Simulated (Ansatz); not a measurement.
# SnSe2: the cell at several levels of theory

Cell and atoms of SnSe2 in the rutile structure are relaxed in turn with PBE, r2SCAN, PBEsol and LDA. This is a trial cell built on a prototype, not taken from a measured structure, and it needn't be the compound's ground state.

Code: Ansatz 0.2.0. PAW datasets, plane waves, zero pressure. (Calculated; spin-unpolarised; the phase may be known or hypothetical.)

## 1. The structure to begin with

It is tetragonal, P4_2/mnm (No. 136); a = 6.325 Å, c = 4.174 Å in the conventional setting, 27.83 Å³ an atom. Sn has 6 Se at 2.72–2.73 Å; Se has 3 Sn at 2.72–2.73 Å.

As a file:

```cif
data_structure
_symmetry_space_group_name_H-M 'P4_2/mnm'
_symmetry_Int_Tables_number 136
_cell_length_a 6.3247
_cell_length_b 6.3247
_cell_length_c 4.1743
_cell_angle_alpha 90.000
_cell_angle_beta 90.000
_cell_angle_gamma 90.000
_cell_volume 166.98
loop_
_atom_site_label
_atom_site_type_symbol
_atom_site_symmetry_multiplicity
_atom_site_Wyckoff_symbol
_atom_site_fract_x
_atom_site_fract_y
_atom_site_fract_z
_atom_site_occupancy
Sn1 Sn 2 a 0.00000 0.00000 0.00000 1
Se1 Se 4 f 0.30500 0.30500 0.00000 1
```

## 2. Relaxing with PBE

File input.yaml:

```yaml
crystal:
  lattice:
    - [6.32474539, 0.0, 0.0]
    - [0.0, 6.32474539, 0.0]
    - [0.0, 0.0, 4.1743319574]
  atoms:
    - { symbol: Sn, position: [0.0, 0.0, 0.0] }
    - { symbol: Sn, position: [0.5, 0.5, 0.5] }
    - { symbol: Se, position: [0.305, 0.305, 0.0] }
    - { symbol: Se, position: [0.195, 0.805, 0.5] }
    - { symbol: Se, position: [0.805, 0.195, 0.5] }
    - { symbol: Se, position: [0.695, 0.695, 0.0] }
kpoints:
  mp_grid: { grid: [4, 4, 6] }
hamiltonian:
  xc: pbe
scf:
  occupations: { method: fermi_dirac, width: 0.02 }
relax:
  f_tol: 0.005
  cell: {}
```

Started as:

```console
$ ansatz run input.yaml --threads 2 --pin off --max-ram 29491MiB --backend cpu --events-out ev --progress --plain --runs-dir out
```

The runs that follow: Relaxation with r2SCAN; PBEsol: cell and atoms; Relaxation with LDA.

Q: Predict the outcome of this session. Wanted: for each run, a; c; volume; space group; SCF geometries.

The runs gave:

| level | a (Å) | c (Å) | volume (Å³/atom) | space group | SCF geometries |
| --- | --- | --- | --- | --- | --- |
| PBE | 6.578 | 4.013 | 28.935 | P4_2/mnm | 7 |
| r2SCAN | 6.502 | 3.954 | 27.865 | P4_2/mnm | 6 |
| PBEsol | 6.424 | 3.985 | 27.410 | P4_2/mnm | 6 |
| LDA | 6.353 | 3.966 | 26.673 | P4_2/mnm | 6 |

In words: The first relaxation changed the volume by +4.0 % from the start. The volume runs from LDA (least) to PBE (most), a spread of 8.5 %, or 2.8 % in length if all axes shared it alike.
